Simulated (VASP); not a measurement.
These are LDA (Ceperley-Alder, Perdew-Zunger), VASP's LDA PAW potentials (set 64) (plane waves; VASP) values and carry that method's errors.

VASP input:

**POSCAR**
```
CsBr
1
    4.2347820000     0.0000000000     0.0000000000
    0.0000000000     4.2347820000     0.0000000000
    0.0000000000     0.0000000000     4.2347820000
Cs Br
1 1
Direct
  0.0000000000   0.0000000000   0.0000000000
  0.5000000000   0.5000000000   0.5000000000
```

**KPOINTS**
```
Regular mesh
0
gamma
 4 4 4
0.5 0.5 0.5
```

**INCAR**
```
SYSTEM = CsBr
PREC = Accurate; ENCUT = 300; LREAL = F
LASPH = T
EDIFF = 1E-6; NELM = 100; ALGO = Normal
LMAXMIX = 4
ISMEAR = 0; SIGMA = 0.01
ISIF = 2
LWAVE = F; LCHARG = F
```

POTCAR, in this order: Cs_sv Br (LDA.64 set). Program: vasp_std.

The run wrote:

**OSZICAR**
```
       N       E                     dE             d eps       ncg     rms          rms(c)
DAV:   1     0.640108824539E+02    0.64011E+02   -0.49047E+03    96   0.748E+02
DAV:   2    -0.351067118008E+01   -0.67522E+02   -0.65906E+02   136   0.151E+02
DAV:   3    -0.700563210771E+01   -0.34950E+01   -0.34876E+01   112   0.403E+01
DAV:   4    -0.702978287522E+01   -0.24151E-01   -0.24145E-01   120   0.406E+00
DAV:   5    -0.703002729978E+01   -0.24442E-03   -0.24442E-03   116   0.391E-01    0.171E+00
DAV:   6    -0.682043282633E+01    0.20959E+00   -0.31030E-01   104   0.293E+00    0.105E+00
DAV:   7    -0.678105005665E+01    0.39383E-01   -0.12820E-01   124   0.188E+00    0.511E-01
DAV:   8    -0.677817277331E+01    0.28773E-02   -0.72780E-03   116   0.557E-01    0.801E-02
DAV:   9    -0.677796816427E+01    0.20461E-03   -0.98064E-04   120   0.186E-01    0.640E-02
DAV:  10    -0.677797842761E+01   -0.10263E-04   -0.63015E-05   108   0.585E-02    0.128E-02
DAV:  11    -0.677798039625E+01   -0.19686E-05   -0.10697E-05   116   0.192E-02    0.321E-03
DAV:  12    -0.677798019449E+01    0.20176E-06   -0.26621E-06    96   0.976E-03
   1 F= -.67779802E+01 E0= -.67779802E+01  d E =-.113831E-25
```

OUTCAR:
```
------------------------ aborting loop because EDIFF is reached ----------------------------------------
  FORCE on cell =-STRESS in cart. coord.  units (eV):
  Direction    XX          YY          ZZ          XY          YZ          ZX
  --------------------------------------------------------------------------------------
  Total       -0.5584405     -0.5584405     -0.5584405      0.0000000      0.0000000     -0.0000000
  in kB      -11.7813297    -11.7813297    -11.7813297      0.0000000      0.0000000     -0.0000000
  external PRESSURE =     -11.7813297 kB  Pullay stress =       0.0000000 kB
  volume of cell :       75.94
      direct lattice vectors                 reciprocal lattice vectors
     4.234782000  0.000000000  0.000000000     0.236139664  0.000000000  0.000000000
     0.000000000  4.234782000  0.000000000     0.000000000  0.236139664  0.000000000
     0.000000000  0.000000000  4.234782000     0.000000000  0.000000000  0.236139664
 POSITION                                       TOTAL-FORCE (eV/Angst)
 -----------------------------------------------------------------------------------
      0.00000      0.00000      0.00000         0.000000      0.000000      0.000000
      2.11739      2.11739      2.11739         0.000000      0.000000      0.000000
 -----------------------------------------------------------------------------------
    total drift:                                0.000000      0.000000     -0.000000
  FREE ENERGIE OF THE ION-ELECTRON SYSTEM (eV)
  ---------------------------------------------------
  free  energy   TOTEN  =        -6.7779801945 eV

  energy  without entropy=       -6.7779801945  energy(sigma->0) =       -6.77798019
```
(Selected blocks of OUTCAR.)

At this cut-off the stress carries a Pulay error, which pulls relaxed volumes low.

The structure comes from a computed database's CsBr entry; how it stands against other phases isn't given here. The cell was not relaxed at this level. The run is one of a series of settings (KPOINTS 4×4×4 Γ-centred mesh shifted by (0.5, 0.5, 0.5) against the base run), some of them coarse on purpose.
